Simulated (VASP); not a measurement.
## Ag: optical spectrum with PBEsol

Crystal: Ag.

```xyz
1
Lattice="0.0000 2.0430 2.0430 2.0430 0.0000 2.0430 2.0430 2.0430 0.0000" Properties=species:S:1:pos:R:3 pbc="T T T"
Ag    0.0000    0.0000    0.0000
```

```
Program                : VASP 6.6.1
Task                   : optical spectrum
Functional             : PBEsol
Potentials or basis    : VASP PAW PBE potentials, release 64 (Ag)
Cutoff                 : 520 eV
k mesh                 : 20 × 20 × 20
Occupations            : fermi-dirac, width 0.05 eV
Spin                   : no spin polarisation
Further INCAR settings : ALGO = Fast; EDIFF = 1e-07; NBANDS = 30
```

```yaml
Pressure: -2.8 GPa
Band_gap_on_the_k_mesh: none (metal or under the smearing width)
```

Levels at points of the mesh, in eV from the Fermi level:
```
           k point  band 4  band 5  band 6  band 7  band 8  band 9
(0.00, 0.00, 0.00)   -4.75   -3.70   -3.70   16.00   19.58   19.58
(0.50, 0.00, 0.00)   -2.90   -2.90   -0.44    3.60   15.24   17.83
(0.50, 0.50, 0.00)   -2.70   -2.70    1.56    6.73   10.62   10.62
```

Dielectric function (mean over the directions given):
```csv
energy (eV),real part,imaginary part
0.27,4.99,0.00
1.28,5.25,0.00
2.29,6.21,0.00
3.29,7.20,4.42
4.39,3.70,5.63
5.40,2.11,2.80
6.40,1.83,2.19
7.50,2.11,1.84
8.51,1.71,1.72
9.51,1.85,1.65
10.61,1.91,1.35
11.62,1.81,1.78
12.62,1.77,2.13
13.72,1.31,2.10
14.73,0.90,1.60
15.73,1.08,1.24
16.83,1.12,1.28
17.84,1.10,1.30
18.84,1.28,1.06
19.94,1.64,1.79
```

Wall time 37 s on 1 thread of Intel(R) Xeon(R) 6975P-C (Granite Rapids), on a shared host, peak memory 0.27 GiB.

Caveat: independent-particle spectra lack excitons; the intraband (Drude) part of a metal's response may be missing; the PAW data sets were made with another functional, which shifts forces and pressure a little.
